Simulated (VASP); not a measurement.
## SiC: relaxation of the atoms with PBE

Crystal: SiC.

```
CELL_PARAMETERS angstrom
3.11218 0.00000 0.00000
-1.55609 2.69522 0.00000
0.00000 0.00000 5.10770
ATOMIC_POSITIONS crystal
Si 0.33333 0.66667 0.00458
Si 0.66667 0.33333 0.50458
C 0.33333 0.66667 0.38042
C 0.66667 0.33333 0.88042
```

The cell isn't the ideal one: a relaxed cell with its volume scaled by 1.02.

```json
{
 "Program": "VASP 6.6.1",
 "Task": "relaxation of the atoms",
 "Functional": "PBE",
 "Potentials or basis": "VASP PAW PBE potentials, release 64 (Si, C)",
 "Cutoff": "520 eV",
 "k mesh": "12 × 12 × 6",
 "Occupations": "gaussian, width 0.02 eV",
 "Spin": "no spin polarisation",
 "Further INCAR settings": "ALGO = Normal; EDIFF = 1e-07; IBRION = 2; EDIFFG = -0.002; NSW = 80"
}
```

The energy gained by relaxing is 0.0 meV/atom and the ionic steps are 3. The pressure after relaxing is -4.1 GPa. The band gap on the k mesh is 2.34 eV, indirect (least direct gap 3.90 eV).

Final structure:
```yaml
crystal:
  lattice:
    - [3.11218, 0.00000, 0.00000]
    - [-1.55609, 2.69522, 0.00000]
    - [0.00000, 0.00000, 5.10770]
  atoms:
    - { symbol: Si, position: [0.33333, 0.66667, 0.00456] }
    - { symbol: Si, position: [0.66667, 0.33333, 0.50456] }
    - { symbol: C, position: [0.33333, 0.66667, 0.38044] }
    - { symbol: C, position: [0.66667, 0.33333, 0.88044] }
```

Levels at points of the mesh, in eV from the valence-band top:
```tsv
k point	band 4	band 5	band 6	band 7	band 8	band 9	band 10	band 11	band 12
(0.00, 0.00, 0.00)	-1.30	-1.30	-0.11	0.00	0.00	4.51	5.83	6.46	6.46
(0.50, 0.00, 0.00)	-6.21	-5.30	-3.25	-3.18	-1.18	2.72	4.19	6.61	7.00
(0.00, 0.00, 0.50)	-4.37	-0.70	-0.70	-0.70	-0.70	5.60	5.60	7.16	7.16
(0.50, 0.00, 0.50)	-8.10	-2.40	-2.40	-2.29	-2.29	3.21	3.21	5.11	5.11
```

It took 17 s on 1 thread of Intel(R) Xeon(R) 6975P-C (Granite Rapids), with other jobs on the host, peak memory 0.17 GiB.

A k mesh can miss the band edges.
